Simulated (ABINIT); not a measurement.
# A GW chain in ABINIT: GaN (P6_3mc)

Wanted: ground state, empty states, screening and self-energy for GaN (P6_3mc).

Program: ABINIT 10.8.3. Level of theory: PBE and many-body steps on it, plane waves. Results are calculated unless marked as measured.

The database entry behind the starting cell has ideal inner coordinates that were not refined, so it need not match the best structure at ambient conditions.

**1. Set-up**

Symmetry: P6_3mc, No. 186, hexagonal system. The conventional cell has a = 3.190 Å, b = 3.190 Å, c = 5.189 Å, α = 90.00°, β = 90.00°, γ = 120.00°. Nearest to Ga lie 4 N at 1.95 Å. N has 4 Ga at 1.95 Å nearest. Farther neighbours and most contacts between anions are not listed.

The cell and positions come from the Crystallography Open Database and are kept as given unless a step says otherwise.

**2. Ground state**

This step: ABINIT 10.8.3; DFT, PBE, plane waves, norm-conserving pseudopotentials.

The ground-state density comes first.

Input file run.abi:

```
acell 3*1.0 Angstrom
rprim 
  3.190000000016 -0.000000000004 0.000000000000
  -1.595000000005 2.762621038088 0.000000000000
  0.000000000000 0.000000000000 5.189000000000
ntypat 2
znucl 31 7
natom 4
typat 1 1 2 2
xred 
  0.666666666667 0.333333333333 0.000000000000
  0.333333333333 0.666666666667 0.500000000000
  0.666666666667 0.333333333333 0.375000000000
  0.333333333333 0.666666666667 0.875000000000
pp_dirpath "pseudos"
pseudos "Ga.upf, N.upf"
ecut 45
ngkpt 6 6 4
nshiftk 1
shiftk 0 0 0
kptopt 1
chksymbreak 0
nband 32
occopt 1
tolvrs 1e-10
nstep 60
prtwf 0
optforces 0
optstress 0
indata_prefix "in"
outdata_prefix "out"
tmpdata_prefix "tmp"
```

Run with:

```sh
$ OMP_NUM_THREADS=1 mpirun -n 4 abinit run.abi > log
```

Numbers of over 12 decimals in the logs are rounded to 6 here.

What it wrote:

```text
.Version 10.8.3 of ABINIT. v10.8.2 released Aug 2026.

 Symmetries : space group P6_3 m c (#186); Bravais hP (primitive hexag.)
================================================================================
 Values of the parameters that define the memory need of the present run
     intxc =       0    ionmov =       0      iscf =       7    lmnmax =       6
     lnmax =       6     mgfft =      60  mpssoang =       3    mqgrid =    3001
     natom =       4  nloc_mem =       1    nspden =       1   nspinor =       1
    nsppol =       1      nsym =      12    n1xccc =    2501    ntypat =       2
    occopt =       1   xclevel =       2
-    mband =          32        mffmem =           1         mkmem =           6
       mpw =        4506          nfft =       96000          nkpt =          21
================================================================================
  Rough estimation (10% accuracy) of disk space for files :
================================================================================

--------------------------------------------------------------------------------
------------- Echo of variables that govern the present computation ------------
--------------------------------------------------------------------------------
 -outvars: echo values of preprocessed input variables --------
            acell      1.8897261259E+00  1.8897261259E+00  1.8897261259E+00 Bohr

      chksymbreak           0
             ecut      4.50000000E+01 Hartree
-          fftalg         312

              ixc     -101130
              kpt      0.00000000E+00  0.00000000E+00  0.00000000E+00
                       1.66666667E-01  0.00000000E+00  0.00000000E+00
                       3.33333333E-01  0.00000000E+00  0.00000000E+00
                       5.00000000E-01  0.00000000E+00  0.00000000E+00
                       1.66666667E-01  1.66666667E-01  0.00000000E+00
                       3.33333333E-01  1.66666667E-01  0.00000000E+00
                       3.33333333E-01  3.33333333E-01  0.00000000E+00
                       0.00000000E+00  0.00000000E+00  2.50000000E-01
                       1.66666667E-01  0.00000000E+00  2.50000000E-01
   [... 10 further rows ...]
                       3.33333333E-01  1.66666667E-01  5.00000000E-01
                       3.33333333E-01  3.33333333E-01  5.00000000E-01
         kptrlatt        6    0    0      0    6    0      0    0    4
          kptrlen      3.61693581E+01
P           mkmem           6
            natom           4
            nband          32
            ngfft          40      40      60
             nkpt          21
            nstep          60
             nsym          12
           ntypat           2
              occ      2.000000  2.000000  2.000000  2.000000  2.000000  2.000000
                       2.000000  2.000000  2.000000  2.000000  2.000000  2.000000
                       2.000000  2.000000  2.000000  2.000000  2.000000  2.000000
                       2.000000  2.000000  2.000000  2.000000  2.000000  2.000000
                       2.000000  2.000000  0.000000  0.000000  0.000000  0.000000
                       0.000000  0.000000
        optforces           0
        optstress           0
            prtwf           0
            rprim      3.1900000000E+00 -4.0000000000E-12  0.0000000000E+00
[...]
spgroup         186

           tolvrs      1.00000000E-10

             xred      6.6666666667E-01  3.3333333333E-01  0.0000000000E+00
[...]
znucl       31.00000    7.00000

================================================================================

 chkinp: Checking input parameters for consistency.

================================================================================
== DATASET  1 ==================================================================
-   mpi_nproc: 4, omp_nthreads: 1 (-1 if OMP is not activated)

--- !DatasetInfo
iteration_state: {dtset: 1, }
dimensions: {natom: 4, nkpt: 21, mband: 32, nsppol: 1, nspinor: 1, nspden: 1, mpw: 4506, }
cutoff_energies: {ecut:  45.0, pawecutdg:  -1.0, }
electrons: {nelect:   5.20000000E+01, charge:   0.00000000E+00, occopt:   1.00000000E+00, tsmear:   1.00000000E-02, }

 Real(R)+Recip(G) space primitive vectors, cartesian coordinates (Bohr,Bohr^-1):
 R(1)=  6.0282263  0.0000000  0.0000000  G(1)=  0.1658863  0.0957745  0.0000000
 R(2)= -3.0141132  5.2205972  0.0000000  G(2)=  0.0000000  0.1915490  0.0000000
 R(3)=  0.0000000  0.0000000  9.8057889  G(3)=  0.0000000  0.0000000  0.1019806
 Unit cell volume ucvol=  3.0859741E+02 bohr^3
 Angles (23,13,12)=  9.00000000E+01  9.00000000E+01  1.20000000E+02 degrees

 getcut: wavevector=  0.0000  0.0000  0.0000  ngfft=  40  40  60
         ecut(hartree)=     45.000   => boxcut(ratio)=   2.02627

--- Pseudopotential description ------------------------------------------------
- Ga Generated using ONCVPSP code by D. R. Hamann
- 31.00000  21.00000  171031                  znucl, zion, pspdat
12 -101130 2 -1 1902                          pspcod,pspxc,lmax,lloc,mmax
     nproj     2     2     2
  pspatm : epsatm=   21.85474337
         --- l  ekb(1:nproj) -->
[...]
pspatm: atomic psp has been read  and splines computed

- N Generated using ONCVPSP code by D. R. Hamann
-  7.00000   5.00000  171031                  znucl, zion, pspdat
12 -101130 1 -1 1058                          pspcod,pspxc,lmax,lloc,mmax
     nproj     2     2     0
  pspatm : epsatm=    5.20977870
         --- l  ekb(1:nproj) -->
[...]
pspatm: atomic psp has been read  and splines computed

   2.81471030E+03                                ecore*ucvol(ha*bohr**3)
--------------------------------------------------------------------------------

_setup2: Arith. and geom. avg. npw (full set) are    4450.160    4450.144

================================================================================

--- !BeginCycle
iteration_state: {dtset: 1, }
solver: {iscf: 7, nstep: 60, nline: 4, wfoptalg: 0, }
tolerances: {tolvrs: 1.00E-10, }

     iter   Etot(hartree)      deltaE(h)  residm     vres2
 ETOT  1  -514.91241054123    -5.149E+02 5.658E-01 2.259E+03
 ETOT  2  -516.80333335610    -1.891E+00 4.036E-02 3.250E+03
 ETOT  3  -517.42656362396    -6.232E-01 1.014E-01 5.839E+01
 ETOT  4  -517.43277143139    -6.208E-03 5.667E-03 3.122E+01
 ETOT  5  -517.43610687166    -3.335E-03 3.358E-03 5.848E+00
 ETOT  6  -517.43717997071    -1.073E-03 1.205E-02 1.232E-01
 ETOT  7  -517.43719931203    -1.934E-05 1.934E-03 3.823E-02
 ETOT  8  -517.43720571057    -6.399E-06 8.764E-04 2.595E-03
 ETOT  9  -517.43720617804    -4.675E-07 1.286E-03 9.031E-05
 ETOT 10  -517.43720619562    -1.758E-08 4.232E-04 4.200E-07
 ETOT 11  -517.43720619571    -9.561E-11 4.766E-04 3.169E-09
 ETOT 12  -517.43720619571    -5.684E-13 1.401E-04 1.619E-10
 ETOT 13  -517.43720619570     8.868E-12 1.580E-04 7.836E-12

 At SCF step   13       vres2   =  7.84E-12 < tolvrs=  1.00E-10 =>converged.

--- !ResultsGS
iteration_state: {dtset: 1, }
comment   : Summary of ground state results
lattice_vectors:
- [  6.0282263,  -0.0000000,   0.0000000, ]
- [ -3.0141132,   5.2205972,   0.0000000, ]
- [  0.0000000,   0.0000000,   9.8057889, ]
lattice_lengths: [   6.02823,    6.02823,    9.80579, ]
lattice_angles: [ 90.000,  90.000, 120.000, ] # degrees, (23, 13, 12)
lattice_volume:   3.0859741E+02
convergence: {deltae:  8.868E-12, res2:  7.836E-12, residm:  1.580E-04, diffor:  0.000E+00, }
etotal    :  -5.17437206E+02
entropy   :   0.00000000E+00
fermie    :   2.53663909E-01
cartesian_stress_tensor: null
pressure_GPa: null
xred      :
- [  6.6667E-01,   3.3333E-01,   0.0000E+00, Ga]
- [  3.3333E-01,   6.6667E-01,   5.0000E-01, Ga]
- [  6.6667E-01,   3.3333E-01,   3.7500E-01,  N]
- [  3.3333E-01,   6.6667E-01,   8.7500E-01,  N]
cartesian_forces: null
force_length_stats: {min: null, max: null, mean: null, }

 Integrated electronic density in atomic spheres:
 ------------------------------------------------
 Atom  Sphere_radius  Integrated_density
[...]
4        2.00000          5.25890326
================================================================================

 ----iterations are completed or convergence reached----

 Mean square residual over all n,k,spin=   45.715E-08; max=  15.795E-05
 reduced coordinates (array xred) for    4 atoms
       0.666666666667      0.333333333333      0.000000000000
       0.333333333333      0.666666666667      0.500000000000
       0.666666666667      0.333333333333      0.375000000000
       0.333333333333      0.666666666667      0.875000000000
 rms dE/dt=  0.0000E+00; max dE/dt=  0.0000E+00; dE/dt below (all hartree)
    1       0.000000000000      0.000000000000      0.000000000000
    2       0.000000000000      0.000000000000      0.000000000000
    3       0.000000000000      0.000000000000      0.000000000000
    4       0.000000000000      0.000000000000      0.000000000000

 cartesian coordinates (angstrom) at end:
    1      1.595000     0.920874     0.000000
    2      2e-12     1.841747     2.594500
    3      1.595000     0.920874     1.945875
    4      2e-12     1.841747     4.540375
 length scales=  1.889726125908  1.889726125908  1.889726125908 bohr
              =  1.000000000000  1.000000000000  1.000000000000 angstroms
 prteigrs : about to open file out_EIG
 Fermi (or HOMO) energy (hartree) =   0.25366   Average Vxc (hartree)=  -0.43114
 Eigenvalues (hartree) for nkpt=  21  k points:
 kpt#   1, nband= 32, wtk=  0.00694, kpt=  0.0000  0.0000  0.0000 (reduced coord)
  -4.97589   -4.97589   -3.16320   -3.16306   -3.16306   -3.16305   -3.16304   -3.16304
  -0.33265   -0.30063   -0.24456   -0.24373   -0.24373   -0.24156   -0.24156   -0.23496
  -0.23496   -0.23177   -0.23177   -0.18366   -0.00600    0.21541    0.21541    0.25131
   0.25366    0.25366    0.32419    0.41056    0.59120    0.61823    0.61823    0.65065
 prteigrs : prtvol=0 or 1, do not print more k-points.

--- !EnergyTerms
iteration_state     : {dtset: 1, }
comment             : Components of total free energy in Hartree
kinetic             :  2.55431677541797E+02
hartree             :  2.00907745564323E+02
xc                  : -5.79425709439237E+01
Ewald energy        : -2.70513489358838E+02
psp_core            :  9.12097848216284E+00
local_psp           : -5.33709696700927E+02
non_local_psp       : -1.20731850780296E+02
total_energy        : -5.17437206195702E+02
total_energy_eV     : -1.40801836758326E+04
band_energy         : -6.19806074436561E+01

== END DATASET(S) ==============================================================
================================================================================

 -outvars: echo values of variables after computation  --------
           etotal     -5.1743720620E+02
            nband          32
             nkpt          21
          spgroup         186
 [... the other variables as echoed above ...]

 Calculation completed.
```

Elapsed: 42 s, on 4 MPI ranks of Arm Neoverse V1, shared host; peak memory 0.38 GiB; 2.8 min of CPU time.

This step gave:

| Quantity | Value |
| --- | --- |
| total energy | -14080.1837 eV |
| gap | 1.919 eV |
| k of the valence top | 0, 0, 0 |
| k of the conduction bottom | 0, 0, 0 |
| least direct gap | 1.919 eV |

The gap is direct, at Γ.

(Part 1 of 3 ends here.)

[Paths, hosts, dates, memory and timing lines, banners, echoed tables and standing remarks are left out of the program output.]

[Logs are printed without paths, hosts, clocks, repeated set-up lines and the standing remarks that a program may print on its own settings, such as how far it seeks lower states.]

[Runs of the session that timed out or met a known fault of the program may be left out.]

[Hosts, paths, dates, database ids (printed as entryN), source tags and the programs' standing remarks are cut or masked in the printed files.]

[G0W0 gaps are taken among the corrected bands and points alone; a level outside them can change the order at an edge.]

[Where Ansatz stands beside ABINIT at settings called matched, ABINIT's density can come from a denser mesh and the files from another edition; pairs whose starting gaps differed by over 0.03 eV were left out, so agreement reads better than it is.]
